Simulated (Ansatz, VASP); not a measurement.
**One calculation of Au, two programs**

The input INCAR:

```
SYSTEM = Au
PREC = Accurate
ENCUT = 520
EDIFF = 1E-6
ISMEAR = -1
SIGMA = 0.03
LREAL = .FALSE.
LASPH = .TRUE.
NELM = 100
ALGO = Normal
ISIF = 2
LWAVE = .FALSE.
LCHARG = .TRUE.
GGA = PS
LELF = .TRUE.
LVHAR = .TRUE.
NBANDS = 18
```

The input KPOINTS:

```
regular mesh
0
G
  14 14 8
  0 0 0
```

Contents of POSCAR:

```
Au
1.0
    2.8407981581      0.0000000000      0.0000000000
   -1.4203990791      2.4602033720      0.0000000000
    0.0000000000      0.0000000000      4.7803802105
Au
2
Direct
    0.3333333333      0.6666666667      0.7500000000
    0.6666666667      0.3333333333      0.2500000000
```

Input for Ansatz:

```yaml
crystal:
  lattice:
    - [2.8407981581, 0.0, 0.0]
    - [-1.4203990791, 2.460203372, 0.0]
    - [0.0, 0.0, 4.7803802105]
  atoms:
    - { symbol: Au, position: [0.3333333333, 0.6666666667, 0.75] }
    - { symbol: Au, position: [0.6666666667, 0.3333333333, 0.25] }
kpoints:
  mp_grid: { grid: [14, 14, 8] }
  band_path:
    path:
      - [0.0, 0.0, 0.0]
      - [0.5, 0.0, 0.0]
      - [0.3333333333, 0.3333333333, 0.0]
      - [0.0, 0.0, 0.0]
      - [0.0, 0.0, 0.5]
      - [0.5, 0.0, 0.5]
      - [0.3333333333, 0.3333333333, 0.5]
      - [0.0, 0.0, 0.5]
      - [0.5, 0.0, 0.5]
    npoints: 5
scf:
  occupations: { method: fermi_dirac, width: 0.03 }
hamiltonian:
  xc: pbesol
  pseudopotentials: { kind: all_electron, lapw: { basis_error: 0.0005 } }
output:
  forces: true
  stress: true
  eigenvalues: true
```

Change from the starting cell: volume scaled by 0.94.

Alike in both runs: task single point; functional PBEsol; k mesh 14 × 14 × 8; occupations fermi-dirac, width 0.03 eV; no spin polarisation.

|  | VASP | Ansatz |
| --- | --- | --- |
| version | VASP 6.6.1 | Ansatz 0.2.0 |
| potentials or method | VASP PAW PBE potentials, release 64 (Au) | all-electron LAPW, scalar-relativistic |
| plane-wave cutoff (eV) | 520 | see its input |

```csv
,VASP,Ansatz,Ansatz less VASP
pressure (GPa),3.2,3.5,+0.27
largest component of the traceless stress (GPa),0.78,0.76,-0.023
```

Ansatz ran all-electron here, so the differences hold the error of VASP's frozen core and of both bases.

Caveats: the PAW data sets were made with another functional, which shifts forces and pressure a little (VASP). The runs have no spin-orbit coupling, so splittings on Au are missing.
